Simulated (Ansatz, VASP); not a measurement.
**HfC: VASP beside Ansatz**

The input INCAR:

```
  PREC = Accurate
  ENCUT = 520
  EDIFF = 1E-7
  ISMEAR = -1
  SIGMA = 0.05
  LREAL = False
  LASPH = True
  NELM = 60
  ALGO = Normal
  ISIF = 2
  LWAVE = False
  LCHARG = False
  GGA = CA
  NBANDS = 22
```

File KPOINTS:

```
regular mesh
0
Gamma
  9 9 5
```

Contents of POSCAR:

```
HfC
1.0
    3.3650048841      0.0000000000      0.0000000000
   -1.6825024420      2.9141797134      0.0000000000
    0.0000000000      0.0000000000      5.2371700637
Hf C
2 2
Direct
    0.3333333333      0.6666666667      0.2500000000
    0.6666666667      0.3333333333      0.7500000000
    0.0000000000      0.0000000000      0.5000000000
    0.0000000000      0.0000000000      0.0000000000
```

input.yaml

```yaml
crystal:
  lattice:
    - [3.3650048841, 0.0, 0.0]
    - [-1.682502442, 2.9141797134, 0.0]
    - [0.0, 0.0, 5.2371700637]
  atoms:
    - { symbol: Hf, position: [0.3333333333, 0.6666666667, 0.25] }
    - { symbol: Hf, position: [0.6666666667, 0.3333333333, 0.75] }
    - { symbol: C, position: [0.0, 0.0, 0.5] }
    - { symbol: C, position: [0.0, 0.0, 0.0] }
kpoints:
  mp_grid: { grid: [9, 9, 5] }
scf:
  occupations: { method: fermi_dirac, width: 0.05 }
hamiltonian:
  xc: lda
  pseudopotentials: { kind: all_electron, lapw: { basis_error: 0.002 } }
output:
  forces: true
  stress: true
  eigenvalues: true
```

Change from the starting cell: volume scaled by 1.02.

Alike in both runs: task single point; functional LDA; k mesh 9 × 9 × 5; occupations fermi-dirac, width 0.05 eV; no spin polarisation.

|  | VASP | Ansatz |
| --- | --- | --- |
| version | VASP 6.6.1 | Ansatz 0.2.0 |
| potentials or method | VASP PAW LDA potentials, release 64 (Hf_pv, C) | all-electron LAPW, scalar-relativistic |
| plane-wave cutoff (eV) | 520 | see its input |

```tsv
	VASP	Ansatz	Ansatz less VASP
gap on the k mesh at the Fermi level (eV)	none	none	-
pressure (GPa)	-16.4	-16.5	-0.06
largest component of the traceless stress (GPa)	2.36	2.37	+0.010
```

A gap of «none» marks a metal or a gap that the smearing closes. Ansatz ran all-electron here, so the differences hold the error of VASP's frozen core and of both bases.

Caveats: so large a pressure means that the cell lies far from this level's equilibrium, or that cutoff or potentials fall short (VASP). The runs have no spin-orbit coupling, so splittings on Hf are missing.
